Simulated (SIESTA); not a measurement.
A run of SIESTA 5.4.2 is set up as follows.

Contents of run.py:

```python
from ase.io import read
from ase.calculators.siesta import Siesta
from ase.units import Ry, GPa

atoms = read("POSCAR")

fdf = {
    'SCFMustConverge': False,
    'DM.InitSpin': ['  1   4.000', '  2   4.000', '  3   4.000', '  4   4.000', '  5   4.000'],
    'OccupationFunction': 'FD',
    'ElectronicTemperature': '0.05 eV',
    'Slab.DipoleCorrection': 'vacuum',
    'MaxSCFIterations': '200',
    'SCF.Mixer.Method': 'Pulay',
    'SCF.Mixer.Weight': '0.1',
    'SCF.Mixer.History': '10',
    'SCF.DM.Tolerance': '5.0e-05',
    'SCF.H.Tolerance': '1.0e-03 eV',
    'WriteForces': 'true',
    'Charge.Mulliken': 'end',
    'BandLinesScale': 'ReciprocalLatticeVectors',
    'BandLines': ['  1    0.000000   0.000000   0.000000  \\Gamma', ' 14    0.500000   0.000000   0.000000  M', '  8    0.333333   0.333333   0.000000  K', ' 16    0.000000   0.000000   0.000000  \\Gamma', '  2    0.000000   0.000000   0.500000  A', ' 14    0.500000   0.000000   0.500000  L', '  8    0.333333   0.333333   0.500000  H', ' 16    0.000000   0.000000   0.500000  A', '  1    0.500000   0.000000   0.500000  L', '  2    0.500000   0.000000   0.000000  M', '  1    0.333333   0.333333   0.000000  K', '  2    0.333333   0.333333   0.500000  H'],
    'PAO.Basis': ['Mn.1 5', 'n=3 0 2', '  2.732 0.000', 'n=4 0 2', '  7.626 0.000', 'n=3 1 2', '  3.070 0.000', 'n=4 1 1', '  7.626', 'n=3 2 2', '  5.108 0.000'],
}
calc = Siesta(
    label="Mn",
    command="siesta < PREFIX.fdf > PREFIX.out",
    pseudo_path="pseudos",
    pseudo_qualifier="",
    xc=('GGA', 'PBE'),
    basis_set="DZP",
    mesh_cutoff=800 * Ry,
    energy_shift=0.003 * Ry,
    kpts=[11, 11, 1],
    spin="collinear",
    fdf_arguments=fdf,
)
atoms.calc = calc

print(f"energy = {atoms.get_potential_energy():.6f} eV")
free = atoms.get_potential_energy(force_consistent=True)
print(f"free energy = {free:.6f} eV")
print("forces (eV/A):")
print(atoms.get_forces(apply_constraint=False).round(6))
print("stress (GPa, Voigt order, tension positive):", (atoms.get_stress() / GPa).round(4))
```

POSCAR

```
Mn
1.0
    2.7315534957      0.0000000000      0.0000000000
   -1.3657767479      2.3655947191      0.0000000000
    0.0000000000      0.0000000000     23.9212163595
Mn
5
Direct
    0.6666666667      0.3333333333      0.3135292072
    0.3333333333      0.6666666667      0.4067646036
    0.0000000000      0.0000000000      0.5000000000
    0.6666666667      0.3333333333      0.5932353964
    0.3333333333      0.6666666667      0.6864707928
```

Potentials or basis: Ansatz (PBE files), DZP (energy shift 0.003 Ry; two zetas on semicore shells).

Launch:

```bash
$ python run.py
```

(1) What does it give for the largest force?

(2) What does it give for the site moments?

(3) Estimate the net moment.

(4) Predict the band gap on the k mesh.

Results:

(1) 0.362 eV/Å.

(2) Mn +3.95, +3.12, +2.76 μB.

(3) 16.89 μB per cell.

(4) none (metal or under the smearing width).

Caveat: short orbitals over semicore shells can move pressures by several GPa; the cell was measured hot, at 1373 K; the basis of atomic orbitals isn't converged, which shifts pressures, moduli and gaps.
